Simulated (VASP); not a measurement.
A run of VASP 6.6.1:

The input INCAR:

```
SYSTEM = GaN
PREC = Accurate ; ENCUT = 520
EDIFF = 1E-6 ; ISMEAR = 0
SIGMA = 0.02 ; LREAL = .False.
LASPH = .True. ; NELM = 80
ALGO = Normal ; ISIF = 2
LWAVE = .False. ; LCHARG = .True.
LVHAR = .True.
```

File KPOINTS:

```
Automatic mesh
0
Gamma
  8 6 7
  0 0 0
```

The input POSCAR:

```
GaN                                     
1.0
    3.1377822191      0.0000000000      0.0000000000
    0.0000000000      4.4374941700      0.0000000000
    0.0000000000      0.0000000000      3.1675534493
  Ga              N             
     2     2
Direct
     0.0000000000000000    0.0008480321837659    0.0000000000000000
     0.5000000000000000    0.5008480321837659    0.5000000000000000
     0.0000000000000000    0.2491519678162341    0.5000000000000000
     0.5000000000000000    0.7491519678162341    1.0000000000000000
```

Potentials or basis: VASP PAW LDA potentials, release 64 (Ga_d, N).

Command:

```console
$ cat potpaw_LDA.64/Ga_d/POTCAR potpaw_LDA.64/N/POTCAR > POTCAR
$ mpirun -np 1 vasp_std > vasp.out
```

Hardware: 1 thread of Intel(R) Xeon(R) Platinum 8488C (Sapphire Rapids), on a shared host.

Problem. How long does it take, and how much memory?

Solution. Run time: 44 s on 1 thread of Intel(R) Xeon(R) Platinum 8488C (Sapphire Rapids), on a shared host, peak memory 0.18 GiB. Counts: scf iterations 14, k points 80.
